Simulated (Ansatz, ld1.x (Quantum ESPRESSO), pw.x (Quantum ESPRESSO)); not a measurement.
# Equation-of-state test of one PAW potential (Br)

Br (Z = 35), PAW, made with ld1.x (Quantum ESPRESSO) 7.5 (PBE, scalar-relativistic). Core [Ar] 3d10, reference 4s2 4p5. Waves: 4s (bound): rcut 1.05, rcutus 1.35 bohr; 4s channel at -0.55 Ry: rcut 1.05, rcutus 1.35 bohr; 4p (bound): rcut 1.25, rcutus 1.35 bohr; 4p channel at 0.3 Ry: rcut 1.25, rcutus 1.35 bohr. Local part: all-electron potential smoothed inside 1.05 bohr (lloc = -2). Core correction: a·sin(br)/r model core inside 1.30 bohr. Augmentation charge: PSQ, inside the norm-conserving radii.

Atomic tests: cutoffs needed: 30 Ry and 55 Ry (the cutoffs (Ry, on a coarse ladder) from which the occupation-weighted sum of valence levels, in a spherical-Bessel basis at the reference potential, stays within 10 and 1 mRy of its value at 400 Ry); ghost test: no extra level below or beside the all-electron valence levels (s, p, d, f tested) (spherical-Bessel basis up to 400 Ry, 20 bohr box); configuration tests: test run stopped at test 2 of 7 (negative rho).

Crystal test: fcc Br in pw.x 7.5, no spin, 12³ k-points, Fermi–Dirac smearing 0.01 Ry, cutoffs 70/560 Ry. The reference is all-electron LAPW (Ansatz 0.2.0) with the same functional, mesh and smearing; V0 and B0 come from Birch–Murnaghan fits to the pressures at five volumes. Errors are pseudo minus all-electron; Δ is the rms difference of the E(V) curves that follow from these fits, minima aligned, over ±6 % about the mean V0. Mesh and smearing are coarse, so the numbers serve the comparison and aren't converged zero-temperature values; the lattice is a test structure that the element need not adopt.

All-electron: a0 = 4.754 Å (V0 = 26.87 Å³/atom), B0 = 24.9 GPa.

Question: How far does the potential miss the all-electron equation of state?

Answer: mean pressure error (GPa): -3.96. The pressure does not cross zero within the volumes sampled, so no fit is given. This is a poor potential for the solid. Atomic configuration tests: test run stopped at test 2 of 7 (negative rho). The logarithmic derivative shows an extra or strongly shifted pseudo pole above the reference energy (p near 0.81 Ry).

```tsv
V (Å³/atom)	P all-electron (GPa)	P pseudo (GPa)
25.576	1.41	-3.48
26.249	0.62	-3.74
26.922	-0.05	-3.95
27.595	-0.62	-4.11
28.268	-1.09	-4.23
```

Question: At the middle volume, how do free energy and pressure move when the wave cutoff is lowered (ecutrho held at 560 Ry)?

Answer:

```csv
cutoff (Ry),shift of F (meV/atom),shift of P (GPa)
32,+46.5,-0.64
42,+15.7,-0.13
56,+3.9,-0.08
```

Input at the middle volume:

```
&control
  calculation='scf', prefix='x', pseudo_dir='./', outdir='./tmp', tstress=.true., disk_io='none'
/
&system
  ibrav=0, nat=1, ntyp=1, ecutwfc=70, ecutrho=560, nbnd=11,
  occupations='smearing', smearing='fd', degauss=0.01
/
&electrons
  conv_thr=1e-09, mixing_beta=0.4, electron_maxstep=70
/
ATOMIC_SPECIES
Br 1.0 Br.UPF
CELL_PARAMETERS angstrom
  0.00000000 2.37880645 2.37880645
  2.37880645 0.00000000 2.37880645
  2.37880645 2.37880645 0.00000000
ATOMIC_POSITIONS crystal
Br 0.0000 0.0000 0.0000
K_POINTS automatic
12 12 12 0 0 0
```

```bash
pw.x < Br.scf.in > Br.scf.out
```

Lines of the output:

```
Message from routine setup:
     using ibrav=0 with symmetry is DISCOURAGED, use correct ibrav instead
     lattice parameter (alat)  =       6.3573  a.u.
     unit-cell volume          =     181.6787 (a.u.)^3
     number of electrons       =         7.00
     number of Kohn-Sham states=           11
     kinetic-energy cutoff     =      70.0000  Ry
     charge density cutoff     =     560.0000  Ry
     scf convergence threshold =      1.0E-09
     Exchange-correlation= SLA  PW   PBX  PBC
     number of k points=    72  Fermi-Dirac smearing, width (Ry)=  0.0100
     iteration #  1     ecut=    70.00 Ry     beta= 0.40
     c_bands:  1 eigenvalues not converged
     c_bands:  1 eigenvalues not converged
     c_bands:  1 eigenvalues not converged
     c_bands:  1 eigenvalues not converged
     c_bands:  2 eigenvalues not converged
     c_bands:  2 eigenvalues not converged
     c_bands:  1 eigenvalues not converged
     c_bands:  1 eigenvalues not converged
     [... 9 repeated lines left out ...]
     total energy              =    -204.34012242 Ry
     estimated scf accuracy    <       0.00072282 Ry
     iteration #  2     ecut=    70.00 Ry     beta= 0.40
     [... 1 repeated lines left out ...]
     total energy              =    -204.34015684 Ry
     estimated scf accuracy    <       0.00013474 Ry
     iteration #  3     ecut=    70.00 Ry     beta= 0.40
     [... 8 repeated lines left out ...]
     total energy              =    -204.34018176 Ry
     estimated scf accuracy    <       0.00000464 Ry
     iteration #  4     ecut=    70.00 Ry     beta= 0.40
     total energy              =    -204.34018335 Ry
     estimated scf accuracy    <       0.00000004 Ry
     iteration #  5     ecut=    70.00 Ry     beta= 0.40
     [... 5 repeated lines left out ...]
     total energy              =    -204.34018360 Ry
     estimated scf accuracy    <          5.7E-09 Ry
     iteration #  6     ecut=    70.00 Ry     beta= 0.40
     total energy              =    -204.34018358 Ry
     estimated scf accuracy    <          4.7E-09 Ry
     iteration #  7     ecut=    70.00 Ry     beta= 0.40
     the Fermi energy is     3.6255 ev
!    total energy              =    -204.34018359 Ry
     estimated scf accuracy    <          4.1E-11 Ry
     smearing contrib. (-TS)   =      -0.00753202 Ry
     The total energy is F=E-TS. E is the sum of the following terms:
     one-electron contribution =       2.31099371 Ry
     hartree contribution      =       2.62413261 Ry
     xc contribution           =      -7.97909893 Ry
     ewald contribution        =     -24.98816617 Ry
     one-center paw contrib.   =    -176.30051279 Ry
     convergence has been achieved in   7 iterations
          total   stress  (Ry/bohr**3)                   (kbar)     P=      -39.51
     Message from routine punch:
     Nothing written, as per user request (disk_io='none')
```

The run at the middle volume (72 k-points, 7 iterations) took about 25 s on one core of a shared host (Neoverse-V1, 32 threads, 247 GiB, load 11).
